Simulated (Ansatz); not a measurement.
Data:

```
CELL_PARAMETERS angstrom
      0.03851     3.05395     3.06404
      3.03913     0.03775     3.06480
      3.09629     3.11188    -0.01941
ATOMIC_POSITIONS crystal
  Te 0.75249 0.75241 0.74663
  Zn 0.99751 0.99759 0.00337
```

No spin polarisation.

Calculations: r2SCAN/PAW in Ansatz (a first-principles code), no SOC. Settings: 9×9×9 k-points, 0.05 eV Fermi–Dirac smearing.

Task: Predict the band gap, gap character and pressure.

Result: The band gap is 1.64 eV, the gap character is direct at Γ and the pressure (mean of the normal stresses, compression positive) is -0.24 GPa.

Spin-orbit coupling, missing from the scalar runs, can matter with Te. The cells carry an imposed strain or load. No phonon test of stability was made. The cell was made from ZnTe in the zinc blende structure (space group F-43m, No. 216) by this change: strain tensor (xx, yy, zz, yz, xz, xy) = (−0.27, +0.24, +0.57, −0.33, −0.31, +1.57) %.
